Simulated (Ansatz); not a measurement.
The system is CdSe.

```
CELL_PARAMETERS angstrom
0.00000 3.07027 3.07027
3.07027 0.00000 3.07027
3.07027 3.07027 0.00000
ATOMIC_POSITIONS crystal
Cd 0.00000 0.00000 0.00000
Se 0.25000 0.25000 0.25000
```

Measurements of this composition are mostly on another form, of space group No. 186.

Base run:

| Quantity | Value |
| --- | --- |
| Program | Ansatz 0.2.0 |
| Functional | PBE |
| Potentials or basis | Ansatz PAW |
| Cutoff | 420 eV (not typed: the program's choice for these potentials) |
| k mesh | 8 × 8 × 8 |
| Occupations | fermi-dirac, width 0.05 eV |
| Spin | no spin polarisation |

Its results: band gap on the k mesh 0.55 eV, direct; pressure 1.3 GPa.

Task: The run is repeated on the same cell with these changes: functional from PBE to r2SCAN; cutoff from 420 eV (not typed: the program's choice for these potentials) to 500 eV (not typed: the program's choice for these potentials). What comes out?

Result: Band gap on the k mesh 1.03 eV, direct; pressure -0.2 GPa.

r2SCAN gives the wider gap, since meta-GGAs in the generalised Kohn-Sham scheme recover part of the derivative discontinuity.

Caveats: the PAW data sets come from PBE, with cores solved anew for the run's functional, which leaves a small shift of forces and pressure (some runs).

